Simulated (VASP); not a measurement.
SiO2:

```xyz
6
Lattice="4.2332 0.0000 0.0000 0.0000 4.2332 0.0000 0.0000 0.0000 2.6935" Properties=species:S:1:pos:R:3 pbc="T T T"
Si    0.0000    0.0000    0.0000
Si    2.1166    2.1166    1.3467
O     3.4155    0.8177    1.3467
O     1.2989    1.2989    0.0000
O     0.8177    3.4155    1.3467
O     2.9343    2.9343    0.0000
```

The cell comes from a database or a generator and needn't be the stable form of this composition.

```yaml
Program: VASP 6.6.1
Task: single point
Functional: PBE
Potentials_or_basis: VASP PAW PBE potentials, release 64 (Si, O)
Cutoff: 520 eV
k_mesh: 6 × 6 × 10
Occupations: fermi-dirac, width 0.05 eV
Spin: no spin polarisation
```

On this cell: pressure 0.0 GPa; largest force 0.006 eV/Å; band gap on the k mesh 5.02 eV, direct.

The same run follows on a disturbed copy (atoms moved at random, drawn with an rms of 0.05 Å):

```xyz
6
Lattice="4.2332 0.0000 0.0000 0.0000 4.2332 0.0000 0.0000 0.0000 2.6935" Properties=species:S:1:pos:R:3 pbc="T T T"
Si    0.0008    0.0094   -0.0164
Si    2.1306    2.1251    1.3752
O     3.4267    0.8291    1.2893
O     1.2447    1.3345    0.0012
O     0.8246    3.4161    1.3451
O     2.9881    2.9215    0.0477
```

Task: What changes?

Result: The energy moves by +19.4 meV/atom; pressure -0.5 GPa; largest force 1.338 eV/Å; band gap on the k mesh 4.90 eV, direct.

Forces on the atoms (eV/Å):
```
Si   0.381 -0.165 -0.180
Si  -0.364 -0.055 -0.198
O   -0.628 -0.153  1.172
O    1.192  0.065 -0.061
O    0.287  0.399  0.129
O   -0.868 -0.091 -0.862
```

Stress tensor (GPa, compression positive):
```
-2.31 -0.41 -0.85
-0.41  0.48  0.10
-0.85  0.10  0.29
```

A k mesh can miss the band edges.
